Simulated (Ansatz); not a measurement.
Runs of Ansatz 0.2.0 on MoS2. The structure is trigonal, space group P-3m1 (No. 164). Conventional cell: a = 3.227 Å, b = 3.227 Å, c = 6.312 Å, α = 90.00°, β = 90.00°, γ = 120.00°. Around Mo (site symmetry -3m) lie 6 S at 2.42 Å. Around S (site symmetry 3m) lie 3 Mo at 2.42 Å. Measurements of this composition are mostly on another form, of space group No. 194.

```tsv
task	level	spin	k mesh	cutoff (eV)	points for each segment of the path	gap on the mesh (eV)	pressure (GPa)	V0 of scaled cells (Å³/atom)	B0 (GPa)	largest force (eV/Å)
band structure	r2SCAN	off	9 × 9 × 4	500	14	none	(b)	-	-	0.08
equation of state	r2SCAN	off	9 × 9 × 4	500	-	-	-	18.98	137	-
equation of state	LDA	off	9 × 9 × 4	420	-	-	-	18.16	150	-
phonons	PBEsol	off	8 × 8 × 4	420	-	none	-	-	-	-
band structure	PBEsol	SOC, no magnetisation	9 × 9 × 4	420	14	none	(a)	-	-	0.02
band structure	LDA	off	9 × 9 × 4	420	14	none	(c)	-	-	0.16
```

Alike in all rows: potentials or basis Ansatz PAW; cell as given; smearing fermi-dirac 0.05 eV.

Task: Fill in the values left out.

Result: (a) -3.4; (b) 0.0; (c) -6.0.

Caveats: the PAW data sets come from PBE, with cores solved anew for the run's functional, which leaves a small shift of forces and pressure (some runs); the cell was scaled at fixed shape and fractional positions, which overstates the stiffness of a crystal with free parameters, most of all of layers and chains (some runs); this functional lacks dispersion, which binds the layers, so the pressure and a relaxed spacing across them are unreliable (some runs); the PAW data sets were made with another functional, which shifts forces and pressure a little (some runs).

A k mesh can miss the band edges, and rows without SOC leave out spin-orbit coupling on Mo.

A gap of «none» marks a metal or a gap under the smearing width.
